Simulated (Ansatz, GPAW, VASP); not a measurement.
## One calculation of WC, 3 ways

```
W C
1.0
     2.90650    0.00000    0.00000
    -1.45325    2.51710    0.00000
     0.00000    0.00000    2.83660
W C
1 1
Direct
  0.00000 0.00000 0.00000
  0.66667 0.33333 0.50000
```

Alike in all runs: task single point; functional PBE; k mesh 10 × 10 × 9; occupations gaussian, width 0.015 eV; no spin polarisation; no spin-orbit coupling. Pressure is positive in compression and, in plane waves, holds the error of the finite cutoff.

```
                        program and potentials  plane-wave cutoff (eV)  notes  pressure (GPa)
Ansatz, all-electron LAPW, scalar-relativistic                       -      -            5.69
    GPAW, GPAW PAW data sets (gpaw-data 1.2.1)                     800      -            5.36
           VASP, PBE PAW files C, W_sv, 520 eV                     520      -            6.67
```

The pressure spans 5.36 (GPAW, GPAW PAW data sets (gpaw-data 1.2.1)) to 6.67 GPa (VASP, PBE PAW files C, W_sv, 520 eV), with all-electron results at 5.69.

The functional is the same throughout but for its coding, so the spread measures potentials, basis and numerics; runs on potential files found faulty are left out.
